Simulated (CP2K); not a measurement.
# Pb in CP2K: work function with PBE

Aim: the work function of Pb with PBE.

Everything below comes from runs of CP2K 2026.2. Logs are shortened: lines on timing, memory, paths and dates and some standing lists are left out, and cuts for length are marked.

**1. The cell of the first run**

The cell holds a slab with vacuum, 5 atoms: a = 3.480 Å, b = 3.480 Å, c = 26.180 Å, α = 90.00°, β = 90.00°, γ = 120.00°.

**2. Work function, PBE (the (0 0 1) slab of Pb, cut from the database cell, not relaxed)**

File pb_workfunction.inp:

```
&GLOBAL
  PROJECT pb_workfunction
  RUN_TYPE ENERGY_FORCE
  PRINT_LEVEL LOW
&END GLOBAL
&FORCE_EVAL
  METHOD QS
  &DFT
    BASIS_SET_FILE_NAME BASIS_MOLOPT_UZH
    POTENTIAL_FILE_NAME POTENTIAL_UZH
    &MGRID
      CUTOFF 450
      REL_CUTOFF 60
      NGRIDS 5
    &END MGRID
    &QS
      METHOD GPW
      EPS_DEFAULT 1.0E-10
    &END QS
    &KPOINTS
      SCHEME MONKHORST-PACK 9 9 1
      GAMMA_CENTERED T
      SYMMETRY T
      SYMMETRY_BACKEND SPGLIB
    &END KPOINTS
    &SCF
      SCF_GUESS ATOMIC
      EPS_SCF 1.0E-6
      MAX_SCF 100
      ADDED_MOS 16
      CHOLESKY OFF
      EPS_EIGVAL 1.0E-7
      &DIAGONALIZATION ON
        ALGORITHM STANDARD
      &END DIAGONALIZATION
      &MIXING ON
        METHOD BROYDEN_MIXING
        ALPHA 0.2
        BETA 1.5
        NBUFFER 8
      &END MIXING
      &SMEAR ON
        METHOD FERMI_DIRAC
        ELECTRONIC_TEMPERATURE 580.23
      &END SMEAR
    &END SCF
    &XC
      &XC_FUNCTIONAL
        &GGA_X_PBE
        &END GGA_X_PBE
        &GGA_C_PBE
        &END GGA_C_PBE
      &END XC_FUNCTIONAL
    &END XC
    &PRINT
      &KPOINTS ON
      &END KPOINTS
      &MULLIKEN ON
      &END MULLIKEN
      &MO ON
        ENERGIES T
        OCCUPATION_NUMBERS T
        &EACH
          QS_SCF 0
        &END EACH
        ADD_LAST NUMERIC
      &END MO
      &LOWDIN ON
      &END LOWDIN
      &HIRSHFELD ON
        SHAPE_FUNCTION DENSITY
      &END HIRSHFELD
      &E_DENSITY_CUBE ON
        STRIDE 1
      &END E_DENSITY_CUBE
      &V_HARTREE_CUBE ON
        STRIDE 1
      &END V_HARTREE_CUBE
      &ELF_CUBE ON
        STRIDE 1
      &END ELF_CUBE
    &END PRINT
  &END DFT
  &SUBSYS
    &CELL
      A 3.4800006906 0.0000000000 0.0000000000
      B -1.7400003453 3.0137690032 0.0000000000
      C 0.0000000000 0.0000000000 26.1800000000
      PERIODIC XYZ
    &END CELL
    &COORD
      SCALED
      Pb  0.6666666667 0.3333333334 0.2864782277
      Pb  0.3333333333 0.6666666666 0.3932391138
      Pb  0.6666666667 0.3333333334 0.5000000000
      Pb  0.3333333333 0.6666666666 0.6067608862
      Pb  0.6666666667 0.3333333334 0.7135217723
    &END COORD
    &KIND Pb
      BASIS_SET TZVP-MOLOPT-PBE-GTH-q4
      POTENTIAL GTH-PBE-q4
    &END KIND
    &PRINT
      &ATOMIC_COORDINATES ON
      &END ATOMIC_COORDINATES
      &CELL ON
      &END CELL
    &END PRINT
  &END SUBSYS
  &PRINT
    &FORCES ON
    &END FORCES
  &END PRINT
&END FORCE_EVAL
```

Potentials or basis: POTENTIAL_UZH Pb GTH-PBE-q4; TZVP-MOLOPT-PBE-GTH basis.

Command:

```console
> OMP_NUM_THREADS=1 mpirun -n 2 cp2k.psmp -i pb_workfunction.inp -o pb_workfunction.out
```

pb_workfunction.out:

```text

 CP2K| version string:                                       CP2K version 2026.2
 CP2K| Input file name                                       pb_workfunction.inp

 GLOBAL| Force Environment number                                              1
 GLOBAL| Basis set file name                                    BASIS_MOLOPT_UZH
 GLOBAL| Potential file name                                       POTENTIAL_UZH
 GLOBAL| MM Potential file name                                     MM_POTENTIAL
 GLOBAL| Coordinate file name                                      __STD_INPUT__
 GLOBAL| Method name                                                        CP2K
 GLOBAL| Project name                                            pb_workfunction
 GLOBAL| Run type                                                   ENERGY_FORCE
 GLOBAL| FFT library                                                       FFTW3
 GLOBAL| Diagonalization library                                       ScaLAPACK
 GLOBAL| Cholesky decomposition library                                ScaLAPACK
 GLOBAL| DGEMM library                                                      BLAS
 GLOBAL| Direct generalized diagonalization requested                          F
 GLOBAL| Matrix multiplication library                                 ScaLAPACK
 GLOBAL| Global print level                                                  LOW
 GLOBAL| Total number of message passing processes                             2
 GLOBAL| Number of threads for this process                                    1
 GLOBAL| CPU model name                                                  UNKNOWN

 CELL| Volume [angstrom^3]:                                           274.573699
 CELL| Vector a [angstrom]:       3.480     0.000     0.000   |a| =     3.480001
 CELL| Vector b [angstrom]:      -1.740     3.014     0.000   |b| =     3.480001
 CELL| Vector c [angstrom]:       0.000     0.000    26.180   |c| =    26.180000
 CELL| Angle (b,c), alpha [degree]:                                    90.000000
 CELL| Angle (a,c), beta  [degree]:                                    90.000000
 CELL| Angle (a,b), gamma [degree]:                                   120.000000
 CELL| Numerically orthorhombic:                                              NO
 CELL| Periodicity                                                           XYZ

 CELL_REF| Volume [angstrom^3]:                                       274.573699
 CELL_REF| Vector a [angstrom     3.480     0.000     0.000   |a| =     3.480001
 CELL_REF| Vector b [angstrom    -1.740     3.014     0.000   |b| =     3.480001
 CELL_REF| Vector c [angstrom     0.000     0.000    26.180   |c| =    26.180000
 CELL_REF| Angle (b,c), alpha [degree]:                                90.000000
 CELL_REF| Angle (a,c), beta  [degree]:                                90.000000
 CELL_REF| Angle (a,b), gamma [degree]:                               120.000000
 CELL_REF| Numerically orthorhombic:                                          NO
 CELL_REF| Periodicity                                                       XYZ

 GENERATE|  Preliminary Number of Bonds generated:                             0
 GENERATE|  Achieved consistency in connectivity generation.

 *******************************************************************************
 *******************************************************************************
 **            Copyright (C) by CP2K developers group (2000-2026)             **
 *******************************************************************************

 TOTAL NUMBERS AND MAXIMUM NUMBERS

  Total number of            - Atomic kinds:                                   1
                             - Atoms:                                          5
                             - Shell sets:                                     5
                             - Shells:                                        35
                             - Primitive Cartesian functions:                 20
                             - Cartesian basis functions:                     90
                             - Spherical basis functions:                     85

  Maximum angular momentum of- Orbital basis functions:                        2
                             - Local part of the GTH pseudopotential:          0
                             - Non-local part of the GTH pseudopotential:      4

 MODULE QUICKSTEP: ATOMIC COORDINATES IN ANGSTROM

   Atom Kind Element         X             Y             Z       Z(eff)     Mass
[... 53 lines left out ...]
 BRILLOUIN|    11           0.07407       -0.11111        0.00000        0.00000
 BRILLOUIN|    12           0.01235        0.00000        0.00000        0.00000
 *******************************************************************************

 Extrapolation method: initial_guess

 Number of electrons:                                                         20
 Number of occupied orbitals:                                                 10
 Number of molecular orbitals:                                                26

 Number of orbital functions:                                                 85
 Number of independent orbital functions:                                     85

 SCF WAVEFUNCTION OPTIMIZATION

  Step     Update method      Time    Convergence         Total energy    Change
  ------------------------------------------------------------------------------
     1 NoMix/Diag. 0.20E+00    0.6     1.06305559       -17.9462111618 -1.79E+01
     2 Broy./Diag. 0.20E+00    0.7     0.01480436       -17.9907596916 -4.45E-02
     3 Broy./Diag. 0.20E+00    0.7     0.05129845       -17.8563102478  1.34E-01
     4 Broy./Diag. 0.20E+00    0.7     0.02681883       -17.7290114178  1.27E-01
     5 Broy./Diag. 0.20E+00    0.7     0.00580751       -17.6821567186  4.69E-02
     6 Broy./Diag. 0.20E+00    0.7     0.00877205       -17.6617866554  2.04E-02
     7 Broy./Diag. 0.20E+00    0.7     0.00360314       -17.6506606227  1.11E-02
     8 Broy./Diag. 0.20E+00    0.7     0.00106298       -17.6520322538 -1.37E-03
     9 Broy./Diag. 0.20E+00    0.7     0.00208359       -17.6580099176 -5.98E-03
    10 Broy./Diag. 0.20E+00    0.7     0.00048538       -17.6611140450 -3.10E-03
    11 Broy./Diag. 0.20E+00    0.7     0.00101423       -17.6639458609 -2.83E-03
[... 4 lines left out ...]
    16 Broy./Diag. 0.20E+00    0.7     0.00009494       -17.6640071588  3.87E-05
    17 Broy./Diag. 0.20E+00    0.7     0.00006805       -17.6637251836  2.82E-04
    18 Broy./Diag. 0.20E+00    0.7     0.00007294       -17.6635409863  1.84E-04
    19 Broy./Diag. 0.20E+00    0.7     0.00003704       -17.6637310272 -1.90E-04
    20 Broy./Diag. 0.20E+00    0.7     0.00002639       -17.6638906630 -1.60E-04
    21 Broy./Diag. 0.20E+00    0.7     0.00001658       -17.6639892630 -9.86E-05
    22 Broy./Diag. 0.20E+00    0.7     0.00002182       -17.6639439104  4.54E-05
    23 Broy./Diag. 0.20E+00    0.7     0.00000141       -17.6639312202  1.27E-05
    24 Broy./Diag. 0.20E+00    0.7     0.00000419       -17.6639476737 -1.65E-05
    25 Broy./Diag. 0.20E+00    0.7     0.00000063       -17.6639480475 -3.74E-07

  *** SCF run converged in    25 steps ***

  Electronic density on regular grids:        -19.9999999998        0.0000000002
  Core density on regular grids:               19.9999999893       -0.0000000107
  Total charge density on r-space grids:       -0.0000000105
  Total charge density g-space grids:          -0.0000000105

  Overlap energy of the core charge distribution:               0.00000000001863
  Self energy of the core charge distribution:                -35.64181230018932
  Core Hamiltonian energy:                                      7.11251585705140
  Hartree energy:                                              15.84031555262944
  Exchange-correlation energy:                                 -4.97420776901625
  Electronic entropic energy:                                  -0.00075939038176
  Fermi energy:                                                 0.03593173497142

  Total energy:                                               -17.66394804750640
  Total energy (extrapolated to T->0):                        -17.66356835231552

 MO| EIGENVALUES AND OCCUPATION NUMBERS FOR K POINT 1
 MO|
 MO|  Index      Eigenvalue [a.u.]        Eigenvalue [eV]             Occupation
 MO|      1              -0.268129              -7.296163               2.000000
 MO|      2              -0.252224              -6.863361               2.000000
 MO|      3              -0.236105              -6.424750               2.000000
 MO|      4              -0.222963              -6.067129               2.000000
 MO|      5              -0.222359              -6.050692               2.000000
 MO|      6              -0.101457              -2.760790               2.000000
[... 178 lines left out ...]
 MO|     25               0.393548              10.708996               0.000000
 MO|     26               0.410929              11.181952               0.000000
 MO| Sum:                                                              28.000371
 MO| E(Fermi):            0.035932 a.u.          0.977752 eV

 The electron density is written in Cube    file format to the file:

 pb_workfunction-ELECTRON_DENSITY-1_0.cube

 !-----------------------------------------------------------------------------!
                     Mulliken Population Analysis

 #  Atom  Element  Kind  Atomic population                           Net charge
       1     Pb       1          3.974800                              0.025200
       2     Pb       1          4.037625                             -0.037625
       3     Pb       1          3.975148                              0.024852
       4     Pb       1          4.037625                             -0.037625
       5     Pb       1          3.974801                              0.025199
 # Total charge                             20.000000                  0.000000

 !-----------------------------------------------------------------------------!

 !-----------------------------------------------------------------------------!
                           Hirshfeld Charges

  #Atom  Element  Kind  Ref Charge     Population                    Net charge
      1       Pb     1       4.000          3.992                         0.008
      2       Pb     1       4.000          4.014                        -0.014
      3       Pb     1       4.000          3.988                         0.012
      4       Pb     1       4.000          4.014                        -0.014
      5       Pb     1       4.000          3.992                         0.008

  Total Charge                                                           -0.000
 !-----------------------------------------------------------------------------!

 LOWDIN POPULATION ANALYSIS

 #  Atom  Element  Kind  Atomic population                           Net charge
       1     Pb       1          3.969075                              0.030925
       2     Pb       1          4.033538                             -0.033538
       3     Pb       1          3.994774                              0.005226
       4     Pb       1          4.033538                             -0.033538
       5     Pb       1          3.969075                              0.030925
 # Total charge                             20.000000                  0.000000

               ----- ELF is computed on the real space grid -----

 ELF is written in Cube    file format to the file:

 pb_workfunction-ELF_S1-1_0.cube

 ENERGY| Total FORCE_EVAL ( QS ) energy [hartree]            -17.663941536003321

 FORCES| Atomic forces [hartree/bohr]
 FORCES|   Atom     x               y               z               |f|
 FORCES|      1  1.31855773E-11 -6.72199747E-09 -1.41939819E-03   1.41939819E-03
 FORCES|      2 -2.25402916E-10  1.37739547E-08 -7.46367140E-03   7.46367140E-03
 FORCES|      3  4.17117738E-10 -1.13577154E-08 -6.37099597E-10   1.13832150E-08
 FORCES|      4 -2.12324009E-10  9.67862040E-09  7.46367687E-03   7.46367687E-03
 FORCES|      5  2.24475244E-11 -5.38280163E-09  1.41939334E-03   1.41939334E-03
 FORCES| Sum     1.50239154E-11 -9.93941587E-12 -1.63268019E-11
 FORCES| Total atomic force                                       2.43120234E-11
```

It took 22 s on 2 MPI ranks of Arm Neoverse V2, shared host.

Results:

- Free energy: -480.6603 eV
- Largest force: 0.384 eV/Å
- Band gap on the k mesh: none (metal or under the smearing width)
- Work function: 3.65 eV
- Work function of the upper face: 3.65 eV
- Work function of the lower face: 3.65 eV

Forces on the atoms (eV/Å):
```
Pb   0.000  0.000 -0.073
Pb   0.000  0.000 -0.384
Pb   0.000  0.000  0.000
Pb   0.000  0.000  0.384
Pb   0.000  0.000  0.073
```

Caveat: the basis of atomic orbitals isn't converged, which shifts pressures, moduli and gaps. Spin-orbit coupling is left out, which matters for the levels of Pb.
